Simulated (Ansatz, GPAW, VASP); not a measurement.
**One calculation of TiSi2, 3 ways**

```xyz
6
Lattice="0.0000 4.1175 4.2629 2.3895 0.0000 4.2629 2.3895 4.1175 0.0000" Properties=species:S:1:pos:R:3 pbc="T T T"
Ti    3.5843    6.1763    6.3943
Ti    2.3895    4.1175    4.2629
Si    1.1948    3.3975    2.1314
Si    1.1948    0.7200    2.1314
Si    2.3895    1.3387    4.2629
Si    2.3895    6.8963    4.2629
```

The cell is a database's computed one, not the measured one.

Alike in all runs: task single point; functional PBE; k mesh 7 × 7 × 7; occupations gaussian, width 0.011 eV; no spin polarisation; no spin-orbit coupling. Pressure is positive in compression and, in plane waves, holds the error of the finite cutoff, which Ansatz's Pulay term estimates and takes out.

| program and potentials | plane-wave cutoff (eV) | notes | pressure (GPa) |
| --- | --- | --- | --- |
| Ansatz, Ansatz PAW | 420 | Pulay term of +0.03 GPa included | 2.05 |
| VASP, PBE PAW files Si, Ti_sv, 520 eV | 520 | - | 2.01 |
| GPAW, GPAW PAW data sets (gpaw-data 1.2.1) | 600 | - | 2.41 |

The pressure spans 2.01 (VASP, PBE PAW files Si, Ti_sv, 520 eV) to 2.41 GPa (GPAW, GPAW PAW data sets (gpaw-data 1.2.1)).

Differences between rows come from potentials, basis sets and numerical settings, since the functional is the same but for its coding. Runs on potential files found faulty are left out.

All three calculations put TiSi2 under compression in this cell, at 2.01 to 2.41 GPa, so PBE would favour a somewhat larger volume. The cell was probably relaxed with a functional that binds more strongly than PBE, though different settings in the original relaxation could also contribute. The pressure need not signal a large error in the lattice parameters: hybridisation between Ti 3d and Si 3p states, together with the Si-Si bonds, makes the disilicide stiff, and a small volume mismatch then costs an appreciable stress.

The spread between programs is much smaller than the pressure itself, so the sign of the volume change is secure and its size less so. Ansatz and VASP nearly coincide, while GPAW lies higher, which probably reflects how its data sets describe the core region, as an incomplete plane-wave basis normally lowers the apparent pressure. Because the pressure averages the stress over the three axes, it doesn't show whether the orthorhombic cell would expand evenly or change its axial ratios.
